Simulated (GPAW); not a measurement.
Fe, 1 atom in the cell. The structure is cubic, space group Im-3m (No. 229). The conventional cell has a = 2.886 Å, b = 2.886 Å, c = 2.886 Å, α = 90.00°, β = 90.00°, γ = 90.00°. Fe (site symmetry m-3m) has 8 Fe at 2.50 Å as nearest neighbours. 

```yaml
Program: GPAW 26.7.0
Task: equation of state
Functional: revPBE
Dispersion: D4
Potentials_or_basis: PAW data sets generated in the run's folder for this functional
Cutoff: 600 eV
Basis: pw
k_mesh: 13 × 13 × 13
Occupations: fermi-dirac, width 0.05 eV
Spin: collinear spin, ferromagnetic start
Starting_moments: "[3.0] μB"
Fixed_moment: 3 μB
Maxiter: 50
Eos_scales: "[0.94, 0.96, 0.98, 1.0, 1.02, 1.04, 1.06]"
```

Potentials or basis: PAW data sets generated in the run's folder for this functional, pw.

Command:

```console
$ gpaw-setup -f revPBE Fe
$ OMP_NUM_THREADS=1 python run.py
```

Hardware: 1 thread of Arm Neoverse V1, on a shared host.

**Question.** Estimate the wall time of this run.

**Answer.** Wall time 2.2 min on 1 thread of Arm Neoverse V1 (shared host), peak memory 0.2 GiB. Counts: scf iterations 70, plane waves 387, bands 12, k points 84.
